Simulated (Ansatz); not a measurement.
# Pd (P6_3/mmc), stationary points along a deformation path

The calculation used DFT PBE, scalar-relativistic, plane waves, PAW in Ansatz 0.2.0. The runs took a 420 eV cutoff, a Γ-centred 21×21×12 mesh and Gaussian smearing (0.15 eV). Collinear spins, started from moments 0.5, 0.5 μB in atom order; the magnetic state may not be the lowest. Energies are free energies at this smearing, counted from the undisturbed cell; pressure is positive in compression.

The undisturbed cell (as given, not relaxed at this level; it stands at -1.1 GPa; this form isn't the usual structure):

```yaml
crystal:
  lattice:
    - [2.78367, 0.00000, 0.00000]
    - [-1.39183, 2.41072, 0.00000]
    - [0.00000, 0.00000, 4.62889]
  atoms:
    - { symbol: Pd, position: [0.66667, 0.33333, 0.75000] }
    - { symbol: Pd, position: [0.33333, 0.66667, 0.25000] }
```

At fixed volume and fractional coordinates, lengths along (0.000, 0.000, 1.000) are scaled against those across it; ρ is that ratio over its starting value. V = 15.531 Å³/atom. Δσ is the stress along the axis less the mean stress across it (compression positive).

| ρ | ΔE (meV/atom) | Δσ (GPa) | space group |
| --- | --- | --- | --- |
| 0.850 | 69.5 | 10.39 | P6_3/mmc |
| 0.920 | 23.7 | 7.82 | P6_3/mmc |
| 1.000 | 0.0 | 0.25 | P6_3/mmc |
| 1.100 | 39.3 | -14.21 | P6_3/mmc |
| 1.200 | 166.1 | -31.36 | P6_3/mmc |

Question: How does the stress give the slope of the energy, and where is the energy stationary?

Answer: Along the path d ln(length) is 2/3 d ln ρ on the axis and −1/3 d ln ρ across it, so dE/d ln ρ = −(2/3) V Δσ: the energy falls with ρ where Δσ is positive. Δσ vanishes or changes sign between ρ = 1.000 and 1.100, a minimum (near 1.00 by linear interpolation). Pairs of stationary points between two samples would go unseen, and could change a minimum read from distant neighbours into a maximum.

In a metal these slopes depend on the k mesh and the smearing.

The moment changes along the path, so the curve joins different magnetic states.